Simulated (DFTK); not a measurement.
Crystal: Sb.

```
Sb
1.0
     2.15420    1.24373    3.75800
    -2.15420    1.24373    3.75800
     0.00000   -2.48746    3.75800
Sb
2
Cartesian
  0.0000 0.0000 8.6416
  0.0000 0.0000 2.6324
```

Base run:

| Item | Value |
| --- | --- |
| Program | DFTK 0.8.2 |
| Functional | r2SCAN |
| Potentials or basis | SG15 1.2 (PBE) |
| Cutoff | 1225 eV |
| k mesh | 5 × 5 × 5 |
| Occupations | fermi-dirac, width 0.05 eV |
| Spin | no spin polarisation |

Its results: pressure 0.1 GPa; largest force 0.294 eV/Å.

**Question.** After a change of settings the same cell gave: pressure -0.4 GPa; largest force 0.033 eV/Å. Which change was it?
A. functional from r2SCAN to PBEsol
B. potentials or basis from SG15 1.2 (PBE) to in-house norm-conserving set (r2SCAN, scalar relativistic)
C. functional from r2SCAN to LDA

**Answer.** A.

Caveats: the potentials were made for another functional, which shifts forces and pressure.
